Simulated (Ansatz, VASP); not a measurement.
# One calculation of SnO, two programs

```
Sn O
1.0
     0.00000    2.75832    2.75832
     2.75832    0.00000    2.75832
     2.75832    2.75832    0.00000
Sn O
1 1
Cartesian
  0.0000 0.0000 0.0000
  1.3792 1.3792 1.3792
```

Change from the starting cell: hydrostatic strain +1.9%.

Alike in both runs: task single point; functional r2SCAN; k mesh 8 × 8 × 8; occupations fermi-dirac, width 0.02 eV; no spin polarisation.

```csv
,VASP,Ansatz
version,VASP 6.6.1,Ansatz 0.2.0
potentials or method,"VASP PAW PBE potentials, release 64 (Sn_d, O)","plane waves, PAW"
plane-wave cutoff (eV),520,500
valence electrons in the cell,20,20
```

```tsv
	VASP	Ansatz	Ansatz less VASP
pressure (GPa)	-3.2	-3.4	-0.22
```

Caveats: the PAW data sets were made with another functional, which shifts forces and pressure a little (VASP).
